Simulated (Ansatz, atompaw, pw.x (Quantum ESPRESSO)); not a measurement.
## pw.x on bcc Zr: one setting changed

Potential: PAW, atompaw 4.2.0.5, PBEsol; core [Ar] 3d10 4s2, reference 4p6 4d2 5s2 5p0; waves: 5s (bound): rc 3.00 bohr; 5s channel at 1.25 Ry: rc 3.00 bohr; 4p (bound): rc 2.25 bohr; 5p (bound, empty): rc 3.00 bohr; 4d (bound): rc 3.00 bohr; 4d channel at 0.25 Ry: rc 1.90 bohr; 4f channel at 0.15 Ry: rc 3.00 bohr; local part: bessel scheme, radius 2.80 bohr; core correction: smooth core density matched at 2.90 bohr; augmentation: besselshape compensation charge, radius 2.45 bohr; PAW radius 3.00 bohr; waves and projectors: custom rrkj gramschmidtortho.

The reference run (k-mesh 13³, cutoffs 40/400 Ry, Fermi–Dirac 0.01 Ry, mixing_beta 0.4, conv_thr 1e-9, no spin) gives -0.40 GPa at 22.176 Å³/atom, where all-electron LAPW gives -0.86 GPa. This run, with its own iteration cap, changes conv_thr to 1e-12.

```
&control
  calculation='scf', prefix='x', pseudo_dir='./', outdir='./tmp', tstress=.true., disk_io='none'
/
&system
  ibrav=0, nat=1, ntyp=1, ecutwfc=40, ecutrho=400, nbnd=12,
  occupations='smearing', smearing='fd', degauss=0.01
/
&electrons
  conv_thr=1e-12, mixing_beta=0.4, electron_maxstep=50
/
ATOMIC_SPECIES
Zr 1.0 Zr.UPF
CELL_PARAMETERS angstrom
  -1.76986880 1.76986880 1.76986880
  1.76986880 -1.76986880 1.76986880
  1.76986880 1.76986880 -1.76986880
ATOMIC_POSITIONS crystal
Zr 0.0000 0.0000 0.0000
K_POINTS automatic
13 13 13 0 0 0
```

```bash
pw.x < Zr.scf.in > Zr.scf.out
```

Problem. How does the run end?

Solution. It converges in 10 iterations; the free energy moves by +0.0 meV/atom and the pressure by -0.02 GPa. The result is that of the reference run.

```
Message from routine setup:
     using ibrav=0 with symmetry is DISCOURAGED, use correct ibrav instead
     lattice parameter (alat)  =       5.7930  a.u.
     unit-cell volume          =     149.6511 (a.u.)^3
     number of electrons       =        10.00
     number of Kohn-Sham states=           12
     kinetic-energy cutoff     =      40.0000  Ry
     charge density cutoff     =     400.0000  Ry
     scf convergence threshold =      1.0E-12
     Exchange-correlation= SLA PW PSX PSC
     number of k points=    84  Fermi-Dirac smearing, width (Ry)=  0.0100
     iteration #  1     ecut=    40.00 Ry     beta= 0.40
     total energy              =    -273.04099335 Ry
     estimated scf accuracy    <       0.01012175 Ry
     iteration #  2     ecut=    40.00 Ry     beta= 0.40
     total energy              =    -273.04509896 Ry
     estimated scf accuracy    <       0.00217572 Ry
     iteration #  3     ecut=    40.00 Ry     beta= 0.40
     total energy              =    -273.04680073 Ry
     estimated scf accuracy    <       0.00087146 Ry
     iteration #  4     ecut=    40.00 Ry     beta= 0.40
     total energy              =    -273.04687824 Ry
     estimated scf accuracy    <       0.00000055 Ry
     iteration #  5     ecut=    40.00 Ry     beta= 0.40
     total energy              =    -273.04689602 Ry
     estimated scf accuracy    <       0.00000129 Ry
     iteration #  6     ecut=    40.00 Ry     beta= 0.40
     total energy              =    -273.04689606 Ry
     estimated scf accuracy    <       0.00000004 Ry
     iteration #  7     ecut=    40.00 Ry     beta= 0.40
     total energy              =    -273.04689606 Ry
     estimated scf accuracy    <          2.3E-09 Ry
     iteration #  8     ecut=    40.00 Ry     beta= 0.40
     total energy              =    -273.04689607 Ry
     estimated scf accuracy    <          4.8E-11 Ry
     iteration #  9     ecut=    40.00 Ry     beta= 0.40
     total energy              =    -273.04689607 Ry
     estimated scf accuracy    <          2.8E-12 Ry
     iteration # 10     ecut=    40.00 Ry     beta= 0.40
     the Fermi energy is    13.1748 ev
!    total energy              =    -273.04689607 Ry
     estimated scf accuracy    <          7.5E-13 Ry
     smearing contrib. (-TS)   =      -0.00792023 Ry
     The total energy is F=E-TS. E is the sum of the following terms:
     one-electron contribution =      -1.60949766 Ry
     hartree contribution      =       7.19231650 Ry
     xc contribution           =      -8.85523878 Ry
     ewald contribution        =     -54.40514592 Ry
     one-center paw contrib.   =    -215.36140997 Ry
     convergence has been achieved in  10 iterations
          total   stress  (Ry/bohr**3)                   (kbar)     P=       -4.21
     Message from routine punch:
     Nothing written, as per user request (disk_io='none')
```

The run took about 18 s on one core of a shared host (Intel(R) Xeon(R) Platinum 8488C, 96 threads, 744 GiB, load 27).
